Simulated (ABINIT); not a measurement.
# Al (P-1) in ABINIT: convergence with nband

Aim: find how far nband must go before the results for Al settle, at LDA. This setting moves, with any that are tied to it; all else stays.

All numbers are computed with ABINIT 10.8.3 (patched build); they aren't measurements. Logs are shortened: lines on timing, memory, paths and dates and some standing lists are left out, and cuts for length are marked. The log counts tension as positive stress, the text compression.

## (1) The cell of the first run

The typed cell holds 1 atom: a = 2.826 Å, b = 2.918 Å, c = 2.873 Å, α = 60.40°, β = 59.93°, γ = 58.54°.

The cell isn't the ideal one: cell strained at random at fixed volume.

## (2) With nband 3

The input, run.abi:

```
pp_dirpath "./"
pseudos "Al.LDA_PW-JTH.xml"

acell 3*1.0
rprim
     0.0905065430     3.7211390805     3.8301970649
     3.8611942425    -0.0157867720     3.9364903799
     3.8561411148     3.8223773782    -0.0107317547
ntypat 1
znucl 13
natom 1
typat 1
xred
     0.0059780000    -0.0131190000     0.0211680000
chkprim 0
chksymtnons 0
tolsym 1.0e-6

ecut 15.0
pawecutdg 30.0

kptopt 1
ngkpt 11 11 11
nshiftk 1
shiftk 0.0 0.0 0.0

ixc 7

nband 3
occopt 6
tsmear 0.00367493

nstep 100
tolvrs 1.0e-9

iomode 3
prtwf 0
prtden 0
prteig 0
prtebands 0
```

Potentials or basis: JTH PAW LDA v2.0.

Run with:

```console
$ abinit run.abi > log 2>&1
```

Run time: 9.3 s. Hardware: 1 thread of Arm Neoverse V1, shared host; peak memory 0.09 GiB.

It converged, with:

- Free energy: -57.9685 eV
- Pressure: -3.5 GPa
- Band gap on the k mesh: none (metal or under the smearing width)
- Valence electrons inside the program's atomic spheres: Al 0.76 (radii [1.0074] Å)

## (3) With nband 4

run.abi: that of step 2 with these lines changed.

```diff
@@ -28,3 +28,3 @@
 
-nband 3
+nband 4
 occopt 6
```

Potentials or basis: JTH PAW LDA v2.0.

Run with:

```console
$ abinit run.abi > log 2>&1
```

Wall time 12 s (1 thread of Arm Neoverse V1, shared host); peak memory 0.1 GiB.

Results (log left out):

| Property | Result |
| --- | --- |
| Free energy | -57.9685 eV |
| Pressure | -3.5 GPa |
| Band gap on the k mesh | none (metal or under the smearing width) |
| Valence electrons inside the program's atomic spheres | Al 0.76 (radii [1.0074] Å) |

## (4) With nband 5

run.abi: that of step 3 with these lines changed.

```diff
@@ -28,3 +28,3 @@
 
-nband 4
+nband 5
 occopt 6
```

Run with:

```console
$ abinit run.abi > log 2>&1
```

It took 14 s on 1 thread of Arm Neoverse V1, shared host; peak memory 0.1 GiB.

The run converged. Its results:

| Item | Value |
| --- | --- |
| Free energy | -57.9685 eV |
| Pressure | -3.5 GPa |
| Band gap on the k mesh | none (metal or under the smearing width) |
| Valence electrons inside the program's atomic spheres | Al 0.76 (radii [1.0074] Å) |

## (5) With nband 6

run.abi: that of step 4 with these lines changed.

```diff
@@ -28,3 +28,3 @@
 
-nband 5
+nband 6
 occopt 6
```

Run with:

```console
$ abinit run.abi > log 2>&1
```

Run time: 19 s. Hardware: 1 thread of Arm Neoverse V1, shared host; peak memory 0.1 GiB.

It converged, with:

| Item | Value |
| --- | --- |
| Free energy | -57.9685 eV |
| Pressure | -3.5 GPa |
| Band gap on the k mesh | none (metal or under the smearing width) |
| Valence electrons inside the program's atomic spheres | Al 0.76 (radii [1.0074] Å) |

## (6) With nband 7

run.abi: that of step 5 with these lines changed.

```diff
@@ -28,3 +28,3 @@
 
-nband 6
+nband 7
 occopt 6
```

Potentials or basis: JTH PAW LDA v2.0.

Run with:

```console
$ abinit run.abi > log 2>&1
```

It took 22 s on 1 thread of Arm Neoverse V1, shared host; peak memory 0.11 GiB.

It converged, with:

```
Free energy                                           : -57.9685 eV
Pressure                                              : -3.5 GPa
Band gap on the k mesh                                : none (metal or under the smearing width)
Valence electrons inside the program's atomic spheres : Al 0.76 (radii [1.0074] Å)
```

## (7) With nband 10

run.abi: that of step 6 with these lines changed.

```diff
@@ -28,3 +28,3 @@
 
-nband 7
+nband 10
 occopt 6
```

Run with:

```console
$ abinit run.abi > log 2>&1
```

Wall time 31 s (1 thread of Arm Neoverse V1, shared host); peak memory 0.12 GiB.

The run converged. Its results:

```yaml
Free_energy: -57.9685 eV
Pressure: -3.5 GPa
Band_gap_on_the_k_mesh: none (metal or under the smearing width)
Valence_electrons_inside_the_program's_atomic_spheres: Al 0.76 (radii [1.0074] Å)
```

## (8) With nband 16

run.abi: that of step 7 with these lines changed.

```diff
@@ -28,3 +28,3 @@
 
-nband 10
+nband 16
 occopt 6
```

Potentials or basis: JTH PAW LDA v2.0.

Run with:

```console
$ abinit run.abi > log 2>&1
```

run.abo:

```text
.Version 10.8.3 of ABINIT
 Symmetries : space group P-1 (#  2); Bravais aP (primitive triclinic)
================================================================================
 Values of the parameters that define the memory need of the present run
     intxc =       0    ionmov =       0      iscf =      17    lmnmax =       8
     lnmax =       4     mgfft =      20  mpssoang =       2    mqgrid =    3001
     natom =       1  nloc_mem =       2    nspden =       1   nspinor =       1
    nsppol =       1      nsym =       2    n1xccc =       1    ntypat =       1
    occopt =       6   xclevel =       1
       mpw =         321          nfft =        8000          nkpt =         666
 PAW method is used; the additional fine FFT grid is defined by:
   mgfftf=        30    nfftf =     27000
================================================================================
================================================================================

--------------------------------------------------------------------------------
------------- Echo of variables that govern the present computation ------------
--------------------------------------------------------------------------------
 -outvars: echo values of preprocessed input variables --------
            acell      1.0000000000E+00  1.0000000000E+00  1.0000000000E+00 Bohr
              amu      2.69815390E+01
          chkprim           0
      chksymtnons           0
             ecut      1.50000000E+01 Hartree
                       outvar_i_n : Printing only first  50 k-points.
              ixc           7
                       outvar_i_n : Printing only first  50 k-points.
         kptrlatt       11    0    0      0   11    0      0    0   11
          kptrlen      5.84078236E+01
            natom           1
            nband          16
            ngfft          20      20      20
          ngfftdg          30      30      30
             nkpt         666
            nstep         100
             nsym           2
           ntypat           1
                       prtocc : prtvol=0, do not print more k-points.
           occopt           6
        pawecutdg      3.00000000E+01 Hartree
           prtden           0
        prtebands           0
           prteig           0
            prtwf           0
            rprim      9.0506543000E-02  3.7211390805E+00  3.8301970649E+00
                       3.8611942425E+00 -1.5786772000E-02  3.9364903799E+00
                       3.8561411148E+00  3.8223773782E+00 -1.0731754700E-02
          spgroup           2
           tolsym      1.00000000E-06
           tolvrs      1.00000000E-09
           tsmear      3.67493000E-03 Hartree
            typat      1
           useylm           1
                       outvars : Printing only first  50 k-points.
           xangst      1.6675874632E-02  5.4697958085E-02 -1.5331887847E-02
            xcart      3.1512835965E-02  1.0336416043E-01 -2.8973069023E-02
             xred      5.9780000000E-03 -1.3119000000E-02  2.1168000000E-02
            znucl       13.00000

================================================================================

 chkinp: Checking input parameters for consistency.
[... 102 lines left out ...]
 ------------------------------------------------
 Atom  Sphere_radius  Integrated_density
    1        1.90363          0.75953380

================================================================================

 ----iterations are completed or convergence reached----

 Mean square residual over all n,k,spin=   12.297E-07; max=  13.846E-04
 reduced coordinates (array xred) for    1 atoms
       0.005978000000     -0.013119000000      0.021168000000
 rms dE/dt=  0.0000E+00; max dE/dt=  0.0000E+00; dE/dt below (all hartree)
    1       0.000000000000      0.000000000000      0.000000000000

 cartesian coordinates (angstrom) at end:
    1      0.01667587463217     0.05469795808489    -0.01533188784672

 cartesian forces (hartree/bohr) at end:
    1     -0.00000000000000    -0.00000000000000    -0.00000000000000
 frms,max,avg= 0.0000000E+00 0.0000000E+00   0.000E+00  0.000E+00  0.000E+00 h/b

 cartesian forces (eV/Angstrom) at end:
    1     -0.00000000000000    -0.00000000000000    -0.00000000000000
 frms,max,avg= 0.0000000E+00 0.0000000E+00   0.000E+00  0.000E+00  0.000E+00 e/A
 length scales=  1.000000000000  1.000000000000  1.000000000000 bohr
              =  0.529177210544  0.529177210544  0.529177210544 angstroms
 Fermi (or HOMO) energy (hartree) =   0.32427   Average Vxc (hartree)=  -0.36379
 Eigenvalues (hartree) for nkpt= 666  k points:
 kpt#   1, nband= 16, wtk=  0.00075, kpt=  0.0000  0.0000  0.0000 (reduced coord)
  -0.08388    0.76495    0.77485    0.81133    0.81482    0.81612    0.85097    0.94454
   1.01036    1.04705    1.14517    1.18743    1.23535    1.25913    1.54484    2.14361
      occupation numbers for kpt#   1
   2.00000    0.00000    0.00000    0.00000    0.00000    0.00000    0.00000    0.00000
   0.00000    0.00000    0.00000    0.00000    0.00000    0.00000    0.00000    0.00000
 prteigrs : prtvol=0 or 1, do not print more k-points.

--- !EnergyTerms
iteration_state     : {dtset: 1, }
comment             : Components of total free energy in Hartree
kinetic             :  8.27533469918919E-01
hartree             :  4.21943030404436E-03
xc                  : -1.08323471933117E+00
Ewald energy        : -2.69546486879540E+00
psp_core            : -1.23083713797472E-01
local_psp           :  2.71681302078732E-01
PAW spherical_terms :  6.68058712254716E-01
internal            : -2.13029038736764E+00
'-kT*entropy'       : -9.27882500394449E-07
total_energy        : -2.13029131525014E+00
total_energy_eV     : -5.79681797957305E+01
...

--- !EnergyTermsDC
iteration_state     : {dtset: 1, }
comment             : '"Double-counting" decomposition of free energy'
band_energy         :  4.83321470811327E-01
Ewald energy        : -2.69546486879540E+00
psp_core            : -1.23083713797472E-01
xc_dc               :  2.39421199214687E-02
PAW spherical_terms :  1.80982501583537E-01
internal            : -2.13030249027654E+00
'-kT*entropy'       : -9.27882500394449E-07
total_energy_dc     : -2.13030341815904E+00
total_energy_dc_eV  : -5.79685091326593E+01
...

--- !EnergyTermsWithPAWCore
iteration_state     : {dtset: 1, }
comment             : 'Components of total free energy, including PAW core contributions'
Total energy        : -2.41919568640622E+02
Total energy DC     : -2.41919580743531E+02
Total energy (eV)   : -6.58296682274108E+03
Total energy DC (eV): -6.58296715207801E+03
...

 Cartesian components of stress tensor (hartree/bohr^3)
  sigma(1 1)=  8.58065052E-05  sigma(3 2)= -4.74402712E-05
  sigma(2 2)=  9.44699200E-05  sigma(3 1)=  3.80762582E-05
  sigma(3 3)=  1.80425865E-04  sigma(2 1)=  1.54778176E-05

-Cartesian components of stress tensor (GPa)         [Pressure= -3.5374E+00 GPa]
- sigma(1 1)=  2.52451454E+00  sigma(3 2)= -1.39574097E+00
- sigma(2 2)=  2.77940101E+00  sigma(3 1)=  1.12024219E+00
- sigma(3 3)=  5.30831223E+00  sigma(2 1)=  4.55373114E-01

== END DATASET(S) ==============================================================
================================================================================

 -outvars: echo values of variables after computation  --------
            acell      1.0000000000E+00  1.0000000000E+00  1.0000000000E+00 Bohr
           etotal     -2.1303034182E+00
            fcart     -0.0000000000E+00 -0.0000000000E+00 -0.0000000000E+00
            rprim      9.0506543000E-02  3.7211390805E+00  3.8301970649E+00
                       3.8611942425E+00 -1.5786772000E-02  3.9364903799E+00
                       3.8561411148E+00  3.8223773782E+00 -1.0731754700E-02
           strten      8.5806505215E-05  9.4469920042E-05  1.8042586549E-04
                      -4.7440271156E-05  3.8076258244E-05  1.5477817560E-05
           xangst      1.6675874632E-02  5.4697958085E-02 -1.5331887847E-02
             xred      5.9780000000E-03 -1.3119000000E-02  2.1168000000E-02
 Calculation completed.
```

It took 50 s on 1 thread of Arm Neoverse V1, shared host; peak memory 0.14 GiB.

What came out:

```yaml
Free_energy: -57.9685 eV
Pressure: -3.5 GPa
Band_gap_on_the_k_mesh: none (metal or under the smearing width)
Valence_electrons_inside_the_program's_atomic_spheres: Al 0.76 (radii [1.0074] Å)
```

## (9) Result

```
nband  energy less the tightest run (meV/atom)  SCF cycles  CPU time (s)  peak memory (GiB)
    3                                     0.00           6           9.2               0.09
    4                                     0.00           6            12                0.1
    5                                     0.00           6            14                0.1
    6                                     0.00           7            19                0.1
    7                                     0.00           7            22               0.11
   10                                     0.00           7            31               0.12
   16                                     0.00           7            50               0.14
```

Against the tightest run, the energy stays within 1 meV/atom from 3 on. The tightest run that finished is the yardstick and may itself not be fully converged.
